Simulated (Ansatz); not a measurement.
CsI:
Space group Pm-3m (No. 221); a = 4.666 Å, b = 4.666 Å, c = 4.666 Å, α = 90.00°, β = 90.00°, γ = 90.00°

```json
[
 {"atom": "Cs", "site": "1a", "symmetry": "m-3m", "x": "0.0000", "y": "0.0000", "z": "0.0000"},
 {"atom": "I", "site": "1b", "symmetry": "m-3m", "x": "0.5000", "y": "0.5000", "z": "0.5000"}
]
```

Relaxed with PBE.

Problem. Give the optical modes at the zone centre with their infrared and Raman activity from DFPT, PBE (plane waves, PAW; program Ansatz).

Solution. Transverse frequencies, without the LO–TO term; a row sums one degenerate level.

| ω (cm⁻¹) | degeneracy | IR ((D/Å)²/amu) | Raman (Å⁴/amu) | activity | symmetry |
|---|---|---|---|---|---|
| 47 | 3 | 1.87 | 0 | IR | T1u |

Problem. How high does the top mode go among those that the LO–TO term moves?

Solution. 79 cm⁻¹ for q along x.

Symmetry was held in the PBE relaxation; phonons on a q-mesh show no instability. Scalar-relativistic: spin–orbit coupling is off unless named, which matters more the heavier the elements.

Potentials: the later of the program's two PAW sets.
